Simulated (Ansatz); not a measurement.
Energy ranking of CuO structures

Level of theory: DFT PBE, scalar-relativistic, plane waves, PAW (Ansatz). Settings: cutoff 420 eV, Γ-centred meshes spaced at most about 0.3 Å⁻¹, and about 0.25 Å⁻¹ or finer for metals (2π included), Gaussian smearing. Spin is collinear in cells that carry moments; the others ran without spin or lost their moments.

Formation energies are uncorrected and refer to the elements' standard structures at the same level (O₂ as a molecule).

These are static total energies at zero pressure. The comparison covers the computed candidates alone. Kohn–Sham gaps at this level usually fall short of measured ones. In such compounds of Cu a zero gap at this level may well be an artefact, since no Hubbard U is applied. A magnetic state wasn't ruled out in cells without spin, among them P4_2/mmc, Fm-3m. Another magnetic order may lie lower.

Invented guesses and database cells were relaxed alike, and ends that match in structure, energy and magnetic state were merged. ΔE counts from the first row. Coordination counts O atoms around Cu (those within 1.25 times the shortest such distance or 1.15 times the sum of covalent radii; the shortest distance is added where it is long for a bond; a slash parts the counts of unlike sites). The ends were matched against large subsets of the Crystallography Open Database and the Materials Project, so a missing match doesn't prove that a structure is unreported.

```json
{"#": "1", "reached from": "a Materials Project cell (its symmetry changed)", "type and space group": "P4_2/mmc (No. 131)", "atoms": "4", "Å³/atom": "11.2", "coordination": "Cu 4", "ΔE (meV/atom)": "0", "gap on mesh (eV)": "0.00", "moments": "none", "in databases": "Materials Project, symmetry changed", "checks": "-"}
{"#": "2", "reached from": "a Materials Project cell", "type and space group": "rock salt, Fm-3m (No. 225)", "atoms": "2", "Å³/atom": "9.6", "coordination": "Cu 6", "ΔE (meV/atom)": "179", "gap on mesh (eV)": "0.00", "moments": "none", "in databases": "Materials Project", "checks": "no imaginary mode at Γ (other wave vectors untested)"}
{"#": "3", "reached from": "random cell", "type and space group": "P4/mmm (No. 123)", "atoms": "4", "Å³/atom": "10.2", "coordination": "Cu 4/8 from 2.4 Å", "ΔE (meV/atom)": "388", "gap on mesh (eV)": "0.00", "moments": "parallel, 0.4 μB", "in databases": "no match", "checks": "-"}
{"#": "4", "reached from": "random cell", "type and space group": "I4_132 (No. 214)", "atoms": "8", "Å³/atom": "13.6", "coordination": "Cu 2 from 2.6 Å", "ΔE (meV/atom)": "2038", "gap on mesh (eV)": "0.27", "moments": "none", "in databases": "no match", "checks": "-"}
```

The lowest: Space group P4_2/mmc (No. 131), tetragonal, a = 2.949 Å, c = 5.150 Å. Cu is surrounded by 4 O at 1.96 Å; O is surrounded by 4 Cu at 1.96 Å. Its energy over the elements is −0.57 eV/atom. It lies below the elements, which doesn't yet make it stable against other compounds or structures. The Crystallography Open Database (COD) lists this formula in space group No. 9, 15, and no cell compared here matches those entries.

```xyz
4
Lattice="2.9490 0.0000 0.0000 0.0000 2.9490 0.0000 0.0000 0.0000 5.1505" Properties=species:S:1:pos:R:3 pbc="T T T"
Cu    1.4745    0.0000    2.5752
Cu    0.0000    1.4745    0.0000
O     1.4745    1.4745    1.2876
O     1.4745    1.4745    3.8629
```

The second: Space group Fm-3m (No. 225), cubic, a = 4.244 Å. Around Cu lie 6 O at 2.12 Å; O is surrounded by 6 Cu at 2.12 Å. Counting O atoms around Cu, the first has Cu 4 and the second has Cu 6. Cells relaxed within their symmetry can be saddle points. Some candidate types were left out of the draw beforehand, so a known form may be missing.
